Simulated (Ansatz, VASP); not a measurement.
## Two plane-wave programs on Sn

INCAR

```
PREC     = Accurate       # precision mode
ENCUT    = 520            # plane-wave cutoff, eV
EDIFF    = 1E-6           # SCF threshold, eV
ISMEAR   = 0              # smearing method
SIGMA    = 0.15           # smearing width, eV
LREAL    = F              # projectors in reciprocal space
LASPH    = T              # aspherical terms in the spheres
NELM     = 100            # most SCF steps
ALGO     = Fast           # electronic algorithm
ISIF     = 2              # what is computed and relaxed
LWAVE    = F              # write WAVECAR
LCHARG   = T              # write CHGCAR
GGA      = PE             # functional
IVDW     = 12             # dispersion correction
LELF     = T              # ELF
LVHAR    = T            
NBANDS   = 13             # bands
```

Contents of KPOINTS:

```
Automatic mesh
0
Gamma
  18 18 18
```

POSCAR

```
Sn
1.0
   -1.8946518192      1.8946518192      1.7430796737
    1.8946518192     -1.8946518192      1.7430796737
    1.8946518192      1.8946518192     -1.7430796737
Sn
1
Direct
    0.0000000000      0.0000000000      0.0000000000
```

Input for Ansatz:

```yaml
crystal:
  lattice:
    - [-1.8946518192, 1.8946518192, 1.7430796737]
    - [1.8946518192, -1.8946518192, 1.7430796737]
    - [1.8946518192, 1.8946518192, -1.7430796737]
  atoms:
    - { symbol: Sn, position: [0.0, 0.0, 0.0] }
basis:
  ecutwfc: 420
kpoints:
  mp_grid: { grid: [18, 18, 18] }
hamiltonian:
  xc: pbe
  dispersion: d3bj
scf:
  occupations: { method: gaussian, width: 0.15 }
output:
  forces: true
  stress: true
  eigenvalues: true
```

Change from the starting cell: strain +0.000 along x and y, -0.080 along z, atoms carried along.

Alike in both runs: task single point; functional PBE; dispersion D3(BJ); k mesh 18 × 18 × 18; occupations gaussian, width 0.15 eV; no spin polarisation.

|  | VASP | Ansatz |
| --- | --- | --- |
| version | VASP 6.6.1 | Ansatz 0.2.0 |
| potentials or method | VASP PAW PBE potentials, release 64 (Sn_d) | scalar-relativistic, plane waves, PAW |
| plane-wave cutoff (eV) | 520 | 420 |
| valence electrons in the cell | 14 | 14 |

```csv
,VASP,Ansatz,Ansatz less VASP
gap on the k mesh at the Fermi level (eV),none,none,-
pressure (GPa),3.4,3.4,+0.03
largest component of the traceless stress (GPa),0.33,0.32,-0.005
```

A gap of «none» marks a metal or a gap that the smearing closes.

Caveats: pairwise dispersion overbinds metals, which lowers pressure and volume.
